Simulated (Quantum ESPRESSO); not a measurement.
# Sn (Immm) in Quantum ESPRESSO: phonons with LDA

Aim: the phonons of Sn with LDA.

Everything below comes from runs of Quantum ESPRESSO 7.5. Logs are shortened: lines on timing, memory, paths and dates and some standing lists are left out, and cuts for length are marked.

### Step 1. Starting point

The structure is orthorhombic, space group Immm (No. 71). The conventional cell has a = 3.453 Å, b = 3.551 Å, c = 4.677 Å, α = 90.00°, β = 90.00°, γ = 90.00°. Sn (site symmetry mmm) has 12 Sn at 3.41 to 3.55 Å as nearest neighbours.

This isn't the form of Sn at room conditions, which is tetragonal (white tin).

### Step 2. Phonons, LDA

Contents of pw.in:

```
&CONTROL
  calculation = 'scf'
  prefix = 'pwscf'
  outdir = './tmp'
  pseudo_dir = './pseudo'
  tprnfor = .true.
  tstress = .true.
  disk_io = 'low'
/
&SYSTEM
  ibrav = 0
  celldm(1) = 8
  nat = 1
  ntyp = 1
  ecutwfc = 72
  nbnd = 13
  occupations = 'smearing'
  smearing = 'gaussian'
  degauss = 0.01469973
/
&ELECTRONS
  conv_thr = 2d-10
  electron_maxstep = 120
  mixing_beta = 0.5
/
ATOMIC_SPECIES
Sn   118.7100 Sn.upf
CELL_PARAMETERS alat
 -0.4078357316857   0.4194121939251   0.5523532457137
  0.4078357316857  -0.4194121939251   0.5523532457137
  0.4078357316857   0.4194121939251  -0.5523532457137
ATOMIC_POSITIONS crystal
Sn     0.0000000000    0.0000000000    0.0000000000
K_POINTS automatic
9 9 9 0 0 0
```

Contents of relax.in:

```
&CONTROL
  calculation = 'vc-relax'
  prefix = 'pwscf'
  outdir = './tmp'
  pseudo_dir = './pseudo'
  tprnfor = .true.
  tstress = .true.
  disk_io = 'low'
  nstep = 40
  forc_conv_thr = 0.0001
  etot_conv_thr = 1d-06
/
&SYSTEM
  ibrav = 0
  celldm(1) = 8
  nat = 1
  ntyp = 1
  ecutwfc = 72
  nbnd = 13
  occupations = 'smearing'
  smearing = 'gaussian'
  degauss = 0.01469973
/
&ELECTRONS
  conv_thr = 2d-10
  electron_maxstep = 120
  mixing_beta = 0.5
/
&IONS
  ion_dynamics = 'bfgs'
/
&CELL
  cell_dynamics = 'bfgs'
  press = 0
  press_conv_thr = 0.2
/
ATOMIC_SPECIES
Sn   118.7100 Sn.upf
CELL_PARAMETERS alat
 -0.4078357316857   0.4194121939251   0.5523532457137
  0.4078357316857  -0.4194121939251   0.5523532457137
  0.4078357316857   0.4194121939251  -0.5523532457137
ATOMIC_POSITIONS crystal
Sn     0.0000000000    0.0000000000    0.0000000000
K_POINTS automatic
9 9 9 0 0 0
```

Contents of scf2.in:

```
&CONTROL
  calculation = 'scf'
  prefix = 'pwscf'
  outdir = './tmp'
  pseudo_dir = './pseudo'
  tprnfor = .true.
  tstress = .true.
  disk_io = 'low'
/
&SYSTEM
  ibrav = 0
  celldm(1) = 8
  nat = 1
  ntyp = 1
  ecutwfc = 72
  nbnd = 13
  occupations = 'smearing'
  smearing = 'gaussian'
  degauss = 0.01469973
/
&ELECTRONS
  conv_thr = 1d-13
  electron_maxstep = 120
  mixing_beta = 0.5
  startingpot = 'file'
  startingwfc = 'file'
/
ATOMIC_SPECIES
Sn   118.7100 Sn.upf
CELL_PARAMETERS alat
 -0.3924156491969   0.3924156491969   0.5548920467237
  0.3924156491969  -0.3924156491969   0.5548920467237
  0.3924156491969   0.3924156491969  -0.5548920467237
ATOMIC_POSITIONS crystal
Sn     0.0000000000    0.0000000000    0.0000000000
K_POINTS automatic
9 9 9 0 0 0
```

Contents of ph.in:

```
phonons of Sn
&INPUTPH
  prefix = 'pwscf'
  outdir = './tmp'
  tr2_ph = 1d-18
  fildyn = 'dyn'
  niter_ph = 90
  alpha_mix(1) = 0.4
/
0.9556968685 -0.0000000000 -0.0000000000
```

Potentials or basis: PseudoDojo 0.4.1 SR LDA standard.

Launch:

```
> OMP_NUM_THREADS=1 pw.x -in pw.in > pw.out
> OMP_NUM_THREADS=1 pw.x -in relax.in > relax.out
> OMP_NUM_THREADS=1 pw.x -in scf2.in > scf2.out
> OMP_NUM_THREADS=1 ph.x -in ph.in > ph.out
```

pw.out:

```text
This program is part of the open-source Quantum ESPRESSO suite
     for quantum simulation of materials; please cite
[... 9 lines left out ...]
     --------------------
     sticks:   dense  smooth     PW     G-vecs:    dense   smooth      PW
     Sum         947     947    299                15993    15993    2799

     Using Slab Decomposition

     bravais-lattice index     =            0
     lattice parameter (alat)  =       8.0000  a.u.
     unit-cell volume          =     193.4965 (a.u.)^3
     number of atoms/cell      =            1
     number of atomic types    =            1
     number of electrons       =        14.00
     number of Kohn-Sham states=           13
     kinetic-energy cutoff     =      72.0000  Ry
     charge density cutoff     =     288.0000  Ry
     scf convergence threshold =      2.0E-10
     mixing beta               =       0.5000
     number of iterations used =            8  plain     mixing
     Exchange-correlation= SLA  PW   NOGX NOGC
                           (   1   4   0   0   0   0   0)

     celldm(1)=   8.000000  celldm(2)=   0.000000  celldm(3)=   0.000000
     celldm(4)=   0.000000  celldm(5)=   0.000000  celldm(6)=   0.000000

     crystal axes: (cart. coord. in units of alat)
               a(1) = (  -0.407836   0.419412   0.552353 )
               a(2) = (   0.407836  -0.419412   0.552353 )
               a(3) = (   0.407836   0.419412  -0.552353 )

     reciprocal axes: (cart. coord. in units 2 pi/alat)
               b(1) = ( -0.000000  1.192145  0.905218 )
               b(2) = (  1.225984 -0.000000  0.905218 )
               b(3) = (  1.225984  1.192145  0.000000 )

     PseudoPot. # 1 for Sn read from file:
     Sn.upf
     Pseudo is Norm-conserving + core correction, Zval = 14.0
     Generated using ONCVPSP code by D. R. Hamann
     Using radial grid of 1608 points,  6 beta functions with:
                l(1) =   0
                l(2) =   0
                l(3) =   1
                l(4) =   1
                l(5) =   2
                l(6) =   2

     atomic species   valence    mass     pseudopotential
     Sn               14.00   118.71000     Sn( 1.00)

      8 Sym. Ops., with inversion, found

   Cartesian axes

     site n.     atom                  positions (alat units)
         1        Sn     tau(   1) = (   0.0000000   0.0000000   0.0000000  )

     number of k points=   125  Gaussian smearing, width (Ry)=  0.0147

     Number of k-points >= 100: set verbosity='high' to print them.

     Dense  grid:    15993 G-vectors     FFT dimensions: (  36,  36,  36)

     Initial potential from superposition of free atoms

     starting charge      13.9988, renormalised to      14.0000
     Starting wfcs are    9 randomized atomic wfcs +    4 random wfcs

     Self-consistent Calculation

     iteration #  1     ecut=    72.00 Ry     beta= 0.50
     Davidson diagonalization with overlap
     ethr =  1.00E-02,  avg # of iterations =  4.3

     Threshold (ethr) on eigenvalues was too large:
     Diagonalizing with lowered threshold

     Davidson diagonalization with overlap
     c_bands:  1 eigenvalues not converged
     ethr =  1.83E-05,  avg # of iterations =  6.1

     total energy              =    -157.15254679 Ry
     estimated scf accuracy    <       0.00257078 Ry

     iteration #  2     ecut=    72.00 Ry     beta= 0.50
     Davidson diagonalization with overlap
     ethr =  1.84E-05,  avg # of iterations =  1.1

     total energy              =    -157.15273974 Ry
     estimated scf accuracy    <       0.00024475 Ry

     iteration #  3     ecut=    72.00 Ry     beta= 0.50
     Davidson diagonalization with overlap
     ethr =  1.75E-06,  avg # of iterations =  2.6

     total energy              =    -157.15275763 Ry
     estimated scf accuracy    <       0.00002070 Ry

     iteration #  4     ecut=    72.00 Ry     beta= 0.50
     Davidson diagonalization with overlap
     ethr =  1.48E-07,  avg # of iterations =  1.7

     total energy              =    -157.15275913 Ry
     estimated scf accuracy    <       0.00000045 Ry

     iteration #  5     ecut=    72.00 Ry     beta= 0.50
     Davidson diagonalization with overlap
     ethr =  3.22E-09,  avg # of iterations =  2.8

     total energy              =    -157.15275928 Ry
     estimated scf accuracy    <       0.00000003 Ry

     iteration #  6     ecut=    72.00 Ry     beta= 0.50
     Davidson diagonalization with overlap
     ethr =  2.30E-10,  avg # of iterations =  2.0

     total energy              =    -157.15275929 Ry
     estimated scf accuracy    <          3.0E-09 Ry

     iteration #  7     ecut=    72.00 Ry     beta= 0.50
     Davidson diagonalization with overlap
     ethr =  2.18E-11,  avg # of iterations =  2.1

     End of self-consistent calculation

     Number of k-points >= 100: set verbosity='high' to print the bands.

     the Fermi energy is    10.0754 ev

!    total energy              =    -157.15275929 Ry
     estimated scf accuracy    <          1.7E-11 Ry
     smearing contrib. (-TS)   =      -0.00067425 Ry
     internal energy E=F+TS    =    -157.15208503 Ry

     The total energy is F=E-TS. E is the sum of the following terms:
     one-electron contribution =     -50.25549342 Ry
     hartree contribution      =      34.32895764 Ry
     xc contribution           =     -43.36072740 Ry
     ewald contribution        =     -97.86482185 Ry

     convergence has been achieved in   7 iterations

     Forces acting on atoms (cartesian axes, Ry/au):

     atom    1 type  1   force =     0.00000000    0.00000000    0.00000000

     Total force =     0.000000     Total SCF correction =     0.000000

     Computing stress (Cartesian axis) and pressure

          total   stress  (Ry/bohr**3)                   (kbar)     P=      -46.07
  -0.00032182   0.00000000  -0.00000000          -47.34        0.00       -0.00
   0.00000000  -0.00037017   0.00000000            0.00      -54.45        0.00
  -0.00000000  -0.00000000  -0.00024748           -0.00       -0.00      -36.41

=------------------------------------------------------------------------------=
   JOB DONE.
=------------------------------------------------------------------------------=
```

scf2.out:

```text
This program is part of the open-source Quantum ESPRESSO suite
     for quantum simulation of materials; please cite
[... 9 lines left out ...]
     --------------------
     sticks:   dense  smooth     PW     G-vecs:    dense   smooth      PW
     Sum         885     885    277                14331    14331    2445
[... 604 lines left out ...]
  -0.00000096  -0.00000000  -0.00000000           -0.14       -0.00       -0.00
  -0.00000000  -0.00000096  -0.00000000           -0.00       -0.14       -0.00
  -0.00000000  -0.00000000  -0.00000076           -0.00       -0.00       -0.11

=------------------------------------------------------------------------------=
   JOB DONE.
=------------------------------------------------------------------------------=
```

Wall time 13 min (1 thread of Intel Xeon Platinum 8488C (Sapphire Rapids), shared host); peak memory 0.09 GiB.

What came out:

```yaml
Free_energy: -2138.2232 eV
Relaxed_volume: 25.93 Å³/atom
Relaxed_cell: a = 3.322 Å, b = 3.322 Å, c = 3.322 Å, α = 120.00°, β = 120.00°, γ = 90.01°
Space_group_after_relaxing_to_0.05_Å: Fm-3m (No. 225)
Pressure_after_relaxing: 0.0 GPa
Band_gap_on_the_k_mesh: none (metal or under the smearing width)
Highest_phonon_frequency_at_the_q_point_run: 101 cm⁻¹
```

The path:
| step | energy change (eV) | largest force (eV/Å) | pressure (GPa) | volume (Å³) |
| --- | --- | --- | --- | --- |
| 1 | 0.0000 | 0.0000 | -4.61 | 28.67 |
| 2 | -0.0179 | 0.0000 | -3.70 | 28.00 |
| 3 | -0.0363 | 0.0000 | -2.23 | 27.07 |
| 4 | -0.0467 | 0.0000 | 0.24 | 25.82 |
| 5 | -0.0473 | 0.0000 | 0.28 | 25.80 |
| 6 | -0.0481 | 0.0000 | 0.29 | 25.80 |
| 7 | -0.0492 | 0.0000 | 0.25 | 25.81 |
| 8 | -0.0503 | 0.0000 | 0.17 | 25.85 |
| 9 | -0.0508 | 0.0000 | 0.02 | 25.92 |
| 10 | -0.0509 | 0.0000 | 0.00 | 25.93 |
| 11 | -0.0509 | 0.0000 | -0.02 | 25.94 |
| 12 | -0.0510 | 0.0000 | -0.02 | 25.94 |
| 13 | -0.0510 | 0.0000 | 0.00 | 25.93 |
| 14 | -0.0510 | 0.0000 | 0.00 | 25.93 |

Final structure:
```yaml
crystal:
  lattice:
    - [-1.66126, 1.66126, 2.34909]
    - [1.66126, -1.66126, 2.34909]
    - [1.66126, 1.66126, -2.34909]
  atoms:
    - { symbol: Sn, position: [0.00000, 0.00000, 0.00000] }
```

Levels at points of the mesh, in eV from the Fermi level:
| k point | band 4 | band 5 | band 6 | band 7 | band 8 | band 9 | band 10 | band 11 |
| --- | --- | --- | --- | --- | --- | --- | --- | --- |
| (0.00, 0.00, 0.00) | -21.50 | -21.50 | -11.64 | 7.86 | 7.86 | 7.86 | 11.01 | 12.08 |

Phonon frequencies in cm⁻¹ (negative: imaginary):
| q point | frequencies |
| --- | --- |
| (-0.375, 0.375, 0.375) | 56 86 101 |

Caveat: the mesh is thin for the phonons of a metal; the cell relaxed to another space group than the one typed; the q point doesn't lie on the k mesh, which can shift a metal's frequencies strongly unless the mesh is converged.
